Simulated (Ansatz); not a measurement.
# Bi: the cost of one run

Program: Ansatz 0.2.0. Level of theory: DFT PBE, scalar-relativistic, plane waves, PAW. These are calculated values, not measurements.

4 further runs of the same task are left out: 2 that didn't finish, 2 set aside as unsound or not needed.

**1. The starting structure**

Symmetry: P6/mmm, No. 191, hexagonal system. Conventional cell: a = 3.434 Å, b = 3.434 Å, c = 3.304 Å, α = 90.00°, β = 90.00°, γ = 120.00°. Bi (site symmetry 6/mmm) has 8 Bi at 3.30 to 3.43 Å as nearest neighbours.

Structure file:

```
Bi
1.0
     3.43435    0.00000    0.00000
    -1.71718    2.97424    0.00000
     0.00000    0.00000    3.30365
Bi
1
Direct
  0.00000 0.00000 0.50000
```

The cell was relaxed beforehand at this level, from a generated guess; it needn't be the stable form of this composition. At a tolerance of 0.05 Å it has space group P6/mmm (No. 191); it has 33.75 Å³/atom, an uncorrected energy of +0.06 eV/atom over the standard state.

**2. Static run: bands, density of states and charges**

input.yaml reads:

```yaml
crystal:
  lattice:
    - [3.4343540751, 0.0, 0.0]
    - [-1.7171770375, 2.9742378746, 0.0]
    - [0.0, 0.0, 3.3036471274]
  atoms:
    - { symbol: Bi, position: [0.0, 0.0, 0.5] }
basis:
  ecutwfc: 420
kpoints:
  mp_grid: { grid: [18, 18, 16] }
  band_path:
    path:
      - [[0.0, 0.0, 0.0], [0.5, 0.0, 0.0], [0.33333333, 0.33333333, 0.0], [0.0, 0.0, 0.0], [0.0, 0.0, 0.5], [0.5, 0.0, 0.5], [0.33333333, 0.33333333, 0.5], [0.0, 0.0, 0.5]]
      - [[0.5, 0.0, 0.5], [0.5, 0.0, 0.0]]
      - [[0.33333333, 0.33333333, 0.5], [0.33333333, 0.33333333, 0.0]]
    npoints: 14
hamiltonian:
  xc: pbe
scf:
  occupations: { method: gaussian, width: 0.1 }
  n_extra_bands: 6
output:
  forces: true
  stress: true
  eigenvalues: true
  populations: true
  dos: { projected: true, de: 0.02, nscf_kmesh: { grid: [22, 22, 20] } }
  bader: true
  write_density: true
  write_potential: true
  elf: true
  volumetric_format: npy
```

Run with:

```sh
> ansatz run input.yaml --threads 1 --pin off --max-ram 2560MiB --backend cpu --events-out ev --progress --plain --runs-dir out
```

**Question.** How long does this run take on 1 thread of Arm Neoverse V2, shared host, and how much memory does it need?

About 17 s, with a peak of 0.42 GiB.
